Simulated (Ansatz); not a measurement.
SnSe:

```
CELL_PARAMETERS angstrom
4.25678 0.00000 0.00000
2.12839 3.68648 0.00000
2.12839 1.22883 3.47565
ATOMIC_POSITIONS crystal
Sn 0.00000 0.00000 0.00000
Se 0.50000 0.50000 0.50000
```

Measurements of this composition are mostly on another form, of space group No. 62.

* Program: Ansatz 0.2.0
* Task: relaxation of cell and atoms
* Functional: BLYP
* Potentials or basis: PseudoDojo standard (PBE files)
* Cutoff: 1170 eV
* Density cutoff: 4680 eV
* k mesh: 8 × 8 × 8
* Occupations: cold, width 0.025 eV
* Spin: no spin polarisation

At the start: volume 27.27 Å³/atom.

**Question.** How do energy, volume and symmetry change on relaxing?

**Answer.** It ends after 7 steps and the volume is 30.01 Å³/atom (+10.0 %); space group Fm-3m (No. 225, to 0.05 Å).

Step by step:
```csv
step,energy change (eV),largest force (eV/Å),volume (Å³)
1,0.0000,0.0000,54.54
2,-0.0619,0.0000,62.07
3,-0.0716,0.0000,60.16
4,-0.0718,0.0000,59.88
5,-0.0735,0.0000,59.88
6,-0.0735,0.0000,60.02
7,-0.0735,0.0000,60.02
```

Final structure:
```cif
data_structure
_symmetry_space_group_name_H-M 'P 1'
_symmetry_Int_Tables_number 1
_cell_length_a 4.3947
_cell_length_b 4.3947
_cell_length_c 4.3947
_cell_angle_alpha 60.000
_cell_angle_beta 60.000
_cell_angle_gamma 60.000
_cell_volume 60.02
loop_
_atom_site_label
_atom_site_type_symbol
_atom_site_fract_x
_atom_site_fract_y
_atom_site_fract_z
_atom_site_occupancy
Sn1 Sn 0.00000 0.00000 0.00000 1
Se1 Se 0.50000 0.50000 0.50000 1
```

Caveat: the potentials were made for another functional, which shifts forces and pressure; the plane-wave basis is chosen anew once the cell has moved, so the energies of steps on either side of that aren't comparable; the volume moved by +10 % from the deposited cell, more than functionals usually miss.
